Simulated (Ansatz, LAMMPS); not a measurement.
# Relaxing amorphous TiO2 at 3.66 g/cm^3 (84 atoms)

Aim: bring amorphous TiO2 at 3.66 g/cm^3 (84 atoms) to a nearby minimum of the energy and see what moves.

Method: Kohn-Sham DFT, PBE, PAW (set soft_2), plane waves, in Ansatz 0.2.0.

Report form: the programs' logs are mostly left out.

**1. Set-up**

The cell holds 84 atoms: 28 Ti and 56 O. Cell: a = 10.052 Å, b = 10.052 Å, c = 10.052 Å, α = 90.0°, β = 90.0°, γ = 90.0°. 84 atoms (28 Ti, 56 O) placed at random at 3.66 g/cm³, melted at 5000 K for 10 ps at fixed volume with the Morse and Coulomb pair potential with partial charges (Pedone, Malavasi, Menziani, Cormack and Segre, J. Phys. Chem. B 110, 11780 (2006)). Quenched from 5000 K to 300 K at 50 K/ps and fixed volume, held 5 ps, then minimised at fixed cell. The density is one point of a scan and needn't be that of the real material.

What the set-up can't give: The quench rate of 50 K/ps is orders of magnitude faster than experiment, which tends to freeze in extra defects. The network of bonds at the start is that of the classical potential that made the cell. Only the Γ point is sampled in the main run, in a cell whose shortest periodic width is 10 Å.

**2. Making the structure**

A classical potential makes the cell, at a small fraction of what the same run would cost in DFT.

This step: classical MD, Morse and Coulomb pair potential with partial charges (Pedone, Malavasi, Menziani, Cormack and Segre, J. Phys. Chem. B 110, 11780 (2006)) (LAMMPS 22 Jul 2025 - Update 4).

Contents of in.lmp:

```
# melt-quench of Ti28O56
units metal
atom_style charge
boundary p p p
region box block 0 10.0520 0 10.0520 0 10.0520
create_box 2 box
mass 1 47.8670   # Ti
mass 2 15.9990   # O
create_atoms 1 random 28 34533 NULL overlap 1.5 maxtry 2000
create_atoms 2 random 56 34540 NULL overlap 1.5 maxtry 2000
pair_style hybrid/overlay pedone 5.5 coul/long 8.0
pair_coeff * * coul/long
pair_coeff 1 2 pedone 0.024235 2.254703 2.708943 1   # Ti-O
pair_coeff 2 2 pedone 0.042395 1.379316 3.618701 22   # O-O
set type 1 charge 2.4
set type 2 charge -1.2
kspace_style pppm 1.0e-4
neigh_modify delay 0 every 1 check yes
thermo_style custom step time temp pe press density
thermo_modify norm yes
timestep 0.002
thermo 100
min_style cg
minimize 1e-4 1e-4 200 2000
reset_timestep 0
velocity all create 5000 34534 mom yes dist gaussian
fix lim all nve/limit 0.05
fix lan all langevin 5000 5000 0.2 34535 zero yes
thermo 500
run 1000 post no
unfix lim
unfix lan
thermo 833
fix md all nvt temp 5000 5000 0.2
run 5000 post no
unfix md
thermo 4700
fix md all nvt temp 5000 300 0.2
run 47000 post no
unfix md
thermo 1250
fix md all nvt temp 300 300 0.2
run 2500 post no
unfix md
thermo 100
min_style cg
minimize 0 1e-3 2000 20000
write_dump all custom glass.dump id type xs ys zs modify sort id
```

The run is started by

```sh
$ lmp -in in.lmp -log none -nocite
```

Elapsed: 25 s, on 1 thread of Intel Xeon at 2.80GHz (Skylake/Cascade Lake), shared host; peak memory 0.072 GiB.

**3. Single point at the start**

The forces at the start show how far the geometry lies from a minimum of this functional.

Contents of input.yaml:

```yaml
crystal:
  lattice:
    - [10.052, 0.0, 0.0]
    - [0.0, 10.052, 0.0]
    - [0.0, 0.0, 10.052]
  atoms:
    - { symbol: Ti, position: [0.90266, 0.5146, 0.36988] }
    - { symbol: Ti, position: [0.62757, 0.007, 0.55969] }
    - { symbol: Ti, position: [0.54958, 0.87169, 0.11699] }
    - { symbol: Ti, position: [0.64213, 0.53454, 0.05738] }
    - { symbol: Ti, position: [0.51323, 0.14635, 0.91446] }
    - { symbol: Ti, position: [0.36094, 0.6136, 0.60712] }
    - { symbol: Ti, position: [0.97012, 0.18187, 0.531] }
    - { symbol: Ti, position: [0.60462, 0.33959, 0.65431] }
[... 72 atom lines left out ...]
    - { symbol: O, position: [0.70557, 0.3699, 0.03506] }
    - { symbol: O, position: [0.99755, 0.5366, 0.81377] }
    - { symbol: O, position: [0.50348, 0.52383, 0.94838] }
    - { symbol: O, position: [0.99052, 0.85108, 0.73545] }
kpoints:
  mp_grid: { grid: [1, 1, 1] }
hamiltonian:
  xc: pbe
scf:
  occupations: { method: fermi_dirac, width: 0.025 }
output:
  forces: true
```

The run is started by

```sh
$ ansatz run input.yaml --threads 4 --pin off --max-ram 8192MiB --backend cpu --events-out ev --progress --plain --runs-dir out
```

Run time: 9.9 s. Hardware: 4 threads of Intel Xeon at 2.80GHz (Skylake/Cascade Lake), shared host; peak memory 1.5 GiB; 35 s of CPU time.

Read from the output:

```yaml
free_energy: -101871.1288 eV
free_energy_per_atom: -1212.7515 eV/atom
scf_cycles: 11
r_m_s_force_component: 0.7013 eV/Å
longest_force: 2.358 eV/Å
fermi_energy: 8.03 eV
```

The r.m.s. force component of 0.70 eV/Å sets the starting point.

Neighbours are counted within 2.64 Å (O-Ti).

Length of the force by element and coordination:

| element | coordination | atoms | mean length of the force (eV/Å) | spread | least | most |
| --- | --- | --- | --- | --- | --- | --- |
| O | all | 56 | 1.08 | 0.524 | 0.247 | 2.36 |
| O | 2 | 31 | 1.20 | 0.592 | 0.320 | 2.36 |
| O | 3 | 24 | 0.905 | 0.364 | 0.247 | 1.53 |
| O | 4 | 1 | 1.46 | 0 | 1.46 | 1.46 |
| Ti | all | 28 | 1.17 | 0.425 | 0.320 | 1.89 |
| Ti | 4 | 10 | 1.28 | 0.462 | 0.320 | 1.86 |
| Ti | 5 | 10 | 1.14 | 0.45 | 0.537 | 1.89 |
| Ti | 6 | 8 | 1.08 | 0.298 | 0.796 | 1.57 |

**4. Relaxation**

The atoms are relaxed in the fixed cell, aiming at the force tolerance of the input.

Changes to input.yaml since step 3:

```diff
@@ -15 +15,4 @@
   forces: true
+relax:
+  f_tol: 0.04
+  max_steps: 250
```

The job ended after 1.7 min (4 threads; peak memory 1.5 GiB).

Step by step:

| step | energy less that of the first step (eV) | largest force component (eV/Å) |
| --- | --- | --- |
| 1 | 0.0000 | 2.0620 |
| 2 | -2.3472 | 0.8789 |
| 3 | -3.2428 | 0.5200 |
| 4 | -3.6873 | 0.4059 |
| 5 | -3.9428 | 0.2126 |
| 6 | -4.0495 | 0.3466 |
| 7 | -4.1317 | 0.1714 |
| 8 | -4.1764 | 0.2408 |
| 9 | -4.2353 | 0.2018 |
| 10 | -4.2240 | 0.6619 |
| 11 | -4.2746 | 0.1124 |
| 12 | -4.2828 | 0.2291 |
| 13 | -4.2955 | 0.1574 |
| 14 | -4.2978 | 0.1162 |
| 15 | -4.3006 | 0.0398 |
| 16 | -4.3006 | 0.0398 |

Relaxation step 10 was tried and not accepted.

The atoms that moved most (Å):

| atom | dx | dy | dz | length |
| --- | --- | --- | --- | --- |
| O84 | 0.253 | 0.584 | -0.054 | 0.638 |
| O51 | -0.518 | 0.284 | -0.022 | 0.591 |
| O31 | 0.325 | -0.424 | 0.180 | 0.564 |
| O58 | -0.212 | -0.413 | -0.315 | 0.561 |
| O63 | 0.194 | -0.500 | 0.142 | 0.555 |
| Ti2 | 0.434 | 0.325 | 0.028 | 0.543 |
| O48 | 0.110 | 0.350 | -0.387 | 0.533 |
| Ti21 | -0.096 | 0.481 | 0.189 | 0.526 |

The relaxation changed the energy by -51.2 meV/atom, and atoms moved by 0.27 Å r.m.s., 0.64 Å at most.

**5. Local order after relaxation**

Bonds before and after, by the cutoffs listed below:

| pair | bonds before | bonds after | mean before (Å) | mean after (Å) | spread before (Å) | spread after (Å) |
| --- | --- | --- | --- | --- | --- | --- |
| O-Ti | 139 | 146 | 1.901 | 1.937 | 0.178 | 0.162 |

Density 3.66 g/cm³, 12.09 Å³ an atom.

g(r), total and by pair (bins of 0.2 Å):

| r (Å) | total | O-O | O-Ti | Ti-Ti |
| --- | --- | --- | --- | --- |
| 1.70 | 0.69 | 0.00 | 1.55 | 0.00 |
| 1.90 | 3.01 | 0.00 | 6.79 | 0.00 |
| 2.10 | 0.66 | 0.00 | 1.48 | 0.00 |
| 2.30 | 0.15 | 0.09 | 0.24 | 0.00 |
| 2.50 | 0.53 | 1.06 | 0.12 | 0.00 |
| 2.70 | 1.15 | 2.49 | 0.07 | 0.13 |
| 2.90 | 1.40 | 2.99 | 0.06 | 0.37 |
| 3.10 | 0.96 | 1.48 | 0.40 | 1.07 |
| 3.30 | 0.96 | 1.00 | 0.50 | 2.63 |
| 3.50 | 0.87 | 0.47 | 0.83 | 2.62 |
| 3.70 | 1.13 | 0.77 | 1.28 | 1.99 |
| 3.90 | 0.97 | 0.61 | 1.46 | 0.47 |
| 4.10 | 1.10 | 0.57 | 1.75 | 0.67 |
| 4.30 | 1.19 | 0.70 | 1.79 | 0.73 |
| 4.50 | 0.97 | 0.72 | 1.26 | 0.82 |
| 4.70 | 1.05 | 1.04 | 0.97 | 1.40 |
| 4.90 | 0.88 | 1.08 | 0.82 | 0.35 |

Bonds by pair of elements; cutoffs follow the first minimum of g(r), held within bounds set by covalent radii, and pairs that aren't listed don't count as bonded:

| pair A-B | cutoff (Å) | bonds | mean length (Å) | spread (Å) | shortest (Å) | B about A | A about B |
| --- | --- | --- | --- | --- | --- | --- | --- |
| O-Ti | 2.73 | 146 | 1.94 | 0.162 | 1.76 | 2.61 | 5.21 |

How many atoms have how many bonded neighbours:

| element | mean | 2 | 3 | 4 | 5 | 6 |
| --- | --- | --- | --- | --- | --- | --- |
| O | 2.61 | 24 | 30 | 2 | 0 | 0 |
| Ti | 5.21 | 0 | 0 | 5 | 12 | 11 |

Bond angles (no mean is given where the spread exceeds 20°):

| angle | count | mean (°) | spread (°) |
| --- | --- | --- | --- |
| O-Ti-O | 315 | - | - |
| Ti-O-Ti | 126 | - | - |

Bond length by coordination (bonds to H left out):

| element | coordination | atoms | mean bond length (Å) |
| --- | --- | --- | --- |
| O | 2 | 24 | 1.82 |
| O | 3 | 30 | 1.98 |
| O | 4 | 2 | 2.14 |
| Ti | 4 | 5 | 1.81 |
| Ti | 5 | 12 | 1.92 |
| Ti | 6 | 11 | 1.99 |

Rings of the network by King's shortest-path rule, up to 12 atoms, one path for each pair of neighbours; H, halogens, alkali and alkaline-earth atoms are left out, and the last column divides by all other atoms, bonded or not:

| ring size (atoms) | rings | per network atom |
| --- | --- | --- |
| 4 | 27 | 0.321 |
| 6 | 29 | 0.345 |
| 8 | 86 | 1.02 |
| 10 | 44 | 0.524 |
| 12 | 5 | 0.06 |

First main peaks of g(r), for some of the pairs, lie near 2.8 Å (O-O) and 1.9 Å (O-Ti). With the cutoffs above, 54 % of O atoms have 3 and 43 % of Ti atoms have 5 bonded neighbours. Bonds at O atoms with 2 neighbours average 1.82 Å, against 1.98 Å at those with 3. Rings of 8 atoms are the most common (45 % of those counted); sizes run from 4 to 12, where the search stops.

**6. Single point at the relaxed geometry**

One more single point at the end of the walk gives the fuller output and checks the residual forces.

Contents of input.yaml:

```yaml
crystal:
  lattice:
    - [10.052, 0.0, 0.0]
    - [0.0, 10.052, 0.0]
    - [0.0, 0.0, 10.052]
  atoms:
    - { symbol: Ti, position: [0.89261, 0.49058, 0.36382] }
    - { symbol: Ti, position: [0.67077, 0.03931, 0.56244] }
    - { symbol: Ti, position: [0.55005, 0.87449, 0.12743] }
    - { symbol: Ti, position: [0.63662, 0.56616, 0.03819] }
    - { symbol: Ti, position: [0.51666, 0.1357, 0.91577] }
    - { symbol: Ti, position: [0.34778, 0.61649, 0.60224] }
    - { symbol: Ti, position: [0.96743, 0.17792, 0.53357] }
    - { symbol: Ti, position: [0.59574, 0.34876, 0.65622] }
[... 72 atom lines left out ...]
    - { symbol: O, position: [0.69895, 0.38861, 0.02315] }
    - { symbol: O, position: [0.99844, 0.54902, 0.81033] }
    - { symbol: O, position: [0.49009, 0.52057, 0.93841] }
    - { symbol: O, position: [0.01567, 0.90913, 0.7301] }
kpoints:
  mp_grid: { grid: [1, 1, 1] }
hamiltonian:
  xc: pbe
scf:
  occupations: { method: fermi_dirac, width: 0.025 }
output:
  forces: true
  stress: true
  populations: true
  dos:
    method: { smearing: { sigma: 0.08 } }
    de: 0.05
    projected: { site_lists: { O: [O], Ti: [Ti] } }
  eigenvalues: true
  write_density: true
  write_potential: true
  volumetric_format: npy
```

The job ended after 13 s (4 threads; peak memory 1.6 GiB).

Numbers from this run:

* free energy: -101875.4294 eV
* free energy per atom: -1212.8027 eV/atom
* SCF cycles: 11
* pressure: 5.468 GPa
* r.m.s. force component: 0.00819 eV/Å
* longest force: 0.04139 eV/Å
* Fermi energy: 7.934 eV
* gap (highest filled to lowest empty level): 2.682 eV
* spilling of the projection: 0.003373

Löwdin charges by element and coordination (they lack the spilled electrons, 0.027 e an atom on average):

| element | coordination | atoms | mean charge (e) | spread | least | most |
| --- | --- | --- | --- | --- | --- | --- |
| O | all | 56 | -0.620 | 0.0502 | -0.723 | -0.525 |
| O | 2 | 24 | -0.571 | 0.0232 | -0.615 | -0.525 |
| O | 3 | 30 | -0.653 | 0.0274 | -0.692 | -0.603 |
| O | 4 | 2 | -0.705 | 0.0174 | -0.723 | -0.688 |
| Ti | all | 28 | 1.32 | 0.0153 | 1.28 | 1.34 |
| Ti | 4 | 5 | 1.31 | 0.0152 | 1.28 | 1.32 |
| Ti | 5 | 12 | 1.32 | 0.0132 | 1.30 | 1.34 |
| Ti | 6 | 11 | 1.32 | 0.0133 | 1.30 | 1.34 |

Density of states as counts of states in windows of 1 eV (from the Fermi level), total and the larger projections:

| from (eV) | to (eV) | total | O p | Ti d |
| --- | --- | --- | --- | --- |
| -14 | -7 | 0.0 | 0.0 | 0.0 |
| -7 | -6 | 1.2 | 0.8 | 0.3 |
| -6 | -5 | 66.2 | 46.3 | 16.7 |
| -5 | -4 | 87.2 | 63.8 | 19.9 |
| -4 | -3 | 69.9 | 56.2 | 11.1 |
| -3 | -2 | 78.5 | 68.9 | 7.7 |
| -2 | -1 | 33.1 | 30.7 | 1.9 |
| -1 | 1 | 0.0 | 0.0 | 0.0 |
| 1 | 2 | 36.8 | 2.7 | 33.0 |
| 2 | 3 | 76.3 | 10.9 | 61.9 |

Between -26 and -14 eV lie 112 more states.

The stored curve holds about 448 of the 672 electrons; the rest, give or take the few that broadening carries across the Fermi level, lie in deeper levels below its range.

The levels nearest the highest filled one (over half full), pooled over k-points and spins:

| level less the highest filled one (eV) | occupation |
| --- | --- |
| -0.325 | 2 |
| -0.289 | 2 |
| -0.256 | 2 |
| -0.184 | 2 |
| -0.107 | 2 |
| 0 | 2 |
| 2.68 | 0 |
| 2.81 | 0 |
| 2.87 | 0 |
| 2.90 | 0 |
| 2.93 | 0 |
| 2.97 | 0 |

Electrostatic potential energy in the bc plane at fractional x = 0.224, with atoms of Ti and O within 0.2 Å of it. With pseudopotentials it is smooth inside the atoms' cores, unlike the true potential.

Ten even steps from '_' (-33 eV) to '@' (13 eV), each cell a mean:
```
**--++%%%%%%%%%%@@@@%%%%%%==....**%%**====++%%@@@@@@@@@@
..____**%%%%%%%%%%%%%%%%%%%%##%%@@@@@@%%**--==%%@@@@%%##
::__::##@@@@%%++::--##%%%%%%@@@@@@@@@@@@==____**%%####**
****%%@@@@@@%%::____**%%@@@@@@@@@@@@@@@@**----##**====++
##@@@@@@@@@@@@++::--##@@@@@@@@@@@@@@@@@@@@@@%%%%**----==
%%@@@@@@@@@@@@%%######%%@@@@@@@@@@@@@@@@@@@@@@%%##++++**
%%@@@@@@@@@@%%##==::::++%%@@@@@@@@@@@@@@@@@@@@@@%%%%##**
::%%@@@@@@@@%%++..____::**%%@@@@@@@@@@%%%%@@@@@@@@%%--__
__**@@@@@@@@%%==..____..**%%@@@@%%%%**::::**@@@@@@##..__
==%%@@@@@@@@%%**--..::==##%%@@@@%%%%++..__==%%%%%%%%++--
%%%%%%%%@@@@@@%%##****##--::++%%@@%%%%**++%%@@%%%%%%%%%%
######%%@@@@@@@@@@@@@@**____..##@@@@@@@@@@@@@@@@%%%%%%%%
%%####%%@@@@@@@@@@@@@@##::..--%%@@@@@@@@@@@@@@##====##%%
%%%%%%@@@@@@@@@@@@@@@@%%**++##%%@@@@@@@@@@@@@@--____--%%
@@@@@@@@@@@@@@@@@@@@%%**--::--++%%@@@@@@@@@@%%==____==%%
%%%%%%@@@@@@@@@@@@@@%%==..____::##%%@@@@@@%%%%%%****%%%%
##%%%%%%@@@@@@@@@@@@%%==______--**====##%%%%%%%%%%%%%%%%
####%%@@@@@@@@@@@@@@%%**--::--++==____::%%%%%%%%%%%%%%##
##%%@@@@@@@@@@@@@@@@@@%%######%%++____--%%%%%%##====##%%
%%@@@@@@@@@@@@@@@@@@@@@@@@@@@@@@@@****##%%%%%%--____==%%
@@@@@@@@@@@@@@@@@@@@@@@@@@@@@@@@@@%%##++++**##--____++@@
@@@@@@@@@@@@@@@@@@@@@@@@@@@@@@@@%%##--..__::**##**##@@@@
@@@@@@@@@@@@@@@@@@@@@@@@@@**----##**..______==%%@@@@@@@@
@@@@@@@@%%%%%%%%@@@@@@@@%%::____==**--____::++%%@@@@@@@@
```
Columns run along b (10.1 Å; values clipped at the 3rd and 97th percentile), rows up along c (10.1 Å). Atoms in or near the plane, at fractional coordinates: Ti at (0.34, 0.65), Ti at (0.48, 0.32), Ti at (0.71, 0.05), O at (0.52, 0.00), O at (0.30, 0.84), O at (0.88, 0.16), O at (0.64, 0.25), O at (0.05, 0.92), O at (0.47, 0.51), O at (0.98, 0.64), O at (0.88, 0.41).

Valence density in the bc plane at fractional x = 0.224, with atoms of Ti and O within 0.2 Å of it. It is the smooth field of the valence electrons, not physical close to the nuclei.

Values in e/Å³, 13 rows by 16 columns, each cell a mean:
```
3.3 2.7 0.4 0.2 0.3 0.3 0.2 1.0 2.6 0.9 0.3 1.0 1.4 0.5 0.1 0.5
3.1 2.4 0.3 0.4 3.1 2.8 0.4 0.1 0.1 0.1 0.1 1.3 3.9 1.3 0.5 0.8
0.3 0.2 0.1 0.3 2.3 2.1 0.3 0.2 0.1 0.0 0.0 0.2 0.6 0.4 1.0 1.0
0.7 0.1 0.0 0.1 0.7 2.7 1.2 0.3 0.2 0.1 0.1 0.2 0.1 0.1 0.4 1.2
2.7 0.2 0.1 0.2 2.0 8.2 3.8 0.3 0.1 0.1 0.9 2.6 0.8 0.2 0.8 4.6
0.7 0.2 0.1 0.3 0.5 1.4 1.1 2.1 1.0 0.2 0.9 2.5 0.8 0.2 0.3 1.0
0.2 0.2 0.1 0.1 0.1 0.1 1.2 5.0 2.1 0.2 0.1 0.2 0.2 0.7 1.2 0.4
0.2 0.2 0.1 0.0 0.0 0.0 0.4 1.5 0.8 0.1 0.1 0.0 0.2 2.8 5.2 1.0
0.3 0.6 0.3 0.1 0.0 0.1 1.3 7.2 4.6 0.6 0.7 0.3 0.2 0.7 1.1 0.4
0.3 0.4 0.2 0.1 0.1 0.2 0.6 2.8 1.8 2.4 5.4 1.3 0.2 0.4 0.6 0.3
0.1 0.1 0.1 0.1 0.1 0.1 0.2 0.1 0.1 0.9 2.0 0.6 0.3 2.6 4.6 0.9
0.1 0.1 0.1 0.1 0.0 0.0 0.0 0.2 0.4 0.3 1.2 4.0 1.4 1.4 2.2 0.4
0.2 0.2 0.1 0.1 0.0 0.0 0.1 1.5 4.5 1.6 2.4 7.4 2.6 0.2 0.1 0.1
```
Columns run along b (10.1 Å), rows up along c (10.1 Å). Atoms in or near the plane, at fractional coordinates: Ti at (0.34, 0.65), Ti at (0.48, 0.32), Ti at (0.71, 0.05), O at (0.52, 0.00), O at (0.30, 0.84), O at (0.88, 0.16), O at (0.64, 0.25), O at (0.05, 0.92), O at (0.47, 0.51), O at (0.98, 0.64), O at (0.88, 0.41).

Mean Löwdin charges: O -0.62, Ti +1.32 e (they miss 0.34 % of the electrons, so they add up to more than the cell's charge). The largest share in the top eV of filled states is O p (92 % of the projected weight), and in the lowest eV of empty states Ti d (89 % of the projected weight).

A closer look about Ti22, which has 4 bonded neighbours where the commonest count for Ti is 5: 10 atoms, nearest first, numbered in the order of the input, with positions taken from that point.

| atom | x | y | z | distance (Å) | bonds | Löwdin charge (e) |
| --- | --- | --- | --- | --- | --- | --- |
| Ti22 | 0.00 | 0.00 | 0.00 | 0.00 | 4 | 1.32 |
| O59 | 0.65 | 0.06 | -1.68 | 1.81 | 2 | -0.57 |
| O76 | -1.29 | 1.20 | 0.41 | 1.81 | 2 | -0.59 |
| O67 | -0.95 | -1.52 | 0.26 | 1.81 | 2 | -0.61 |
| O82 | 1.44 | 0.14 | 1.11 | 1.82 | 2 | -0.55 |
| O71 | 1.98 | -2.37 | -0.68 | 3.16 | 2 | -0.58 |
| Ti19 | 1.49 | -0.03 | 2.88 | 3.24 | 5 | 1.34 |
| Ti8 | -2.61 | -1.87 | -0.44 | 3.24 | 4 | 1.32 |
| O80 | -0.25 | 0.72 | 3.29 | 3.38 | 3 | -0.68 |
| Ti1 | 0.37 | -0.45 | -3.38 | 3.43 | 5 | 1.30 |

The column of bonds counts only the pairs O-Ti within 2.73 Å; other neighbours, such as metal atoms beside each other in a compound, aren't counted, and periodic images can show an atom twice.

**7. K-mesh 2×2×2**

Large cells are often run on few k-points; this run checks whether the reference had enough.

Changes to input.yaml since step 6:

```diff
@@ -8,3 +8,3 @@
 kpoints:
-  mp_grid: { grid: [1, 1, 1] }
+  mp_grid: { grid: [2, 2, 2] }
 hamiltonian:
@@ -22,4 +22 @@
   eigenvalues: true
-  write_density: true
-  write_potential: true
-  volumetric_format: npy
```

It took 2 min on 4 threads; peak memory 5.5 GiB; 7.8 min of CPU time.

The program notes that it cut back its work space to fit the memory limit.

Geometry and reference: those of the single point at the relaxed geometry.

Forces differ from those of the single point at the relaxed geometry by 20 meV/Å r.m.s.; the energy by +0.26 meV/atom and the gap by -0.052 eV. It took 2 min and 11 cycles; the reference's time can't be set against it, since the two runs asked for unlike analyses.

[end of part 1 of 2]

[Logs are printed without paths, hosts, clocks, repeated set-up lines and the standing remarks that a program may print on its own settings, such as how far it seeks lower states.]

[Hosts, paths, dates, database ids (printed as entryN), source tags and the programs' standing remarks are cut or masked in the printed files.]
